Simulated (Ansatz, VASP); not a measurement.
One calculation of HfB, two programs

```
Hf B
1.0
     0.00000    2.36756    2.36756
     2.36756    0.00000    2.36756
     2.36756    2.36756    0.00000
Hf B
1 1
Direct
  0.50000 0.50000 0.50000
  0.00000 0.00000 0.00000
```

Alike in both runs: task single point; functional PBE; k mesh 16 × 16 × 16; occupations gaussian, width 0.1 eV; no spin polarisation.

|  | VASP | Ansatz |
| --- | --- | --- |
| version | VASP 6.6.1 | Ansatz 0.2.0 |
| potentials or method | VASP PAW PBE potentials, release 64 (Hf_pv, B) | scalar-relativistic, plane waves, PAW |
| plane-wave cutoff (eV) | 520 | 420 |
| valence electrons in the cell | 13 | 29 |

```tsv
	VASP	Ansatz	Ansatz less VASP
gap on the k mesh at the Fermi level (eV)	none	none	-
pressure (GPa)	12.2	11.8	-0.38
```

A gap of «none» marks a metal or a gap that the smearing closes. The two sets of potentials don't hold the same shells in valence.

Spin-orbit coupling is left out, which matters for the levels of Hf.
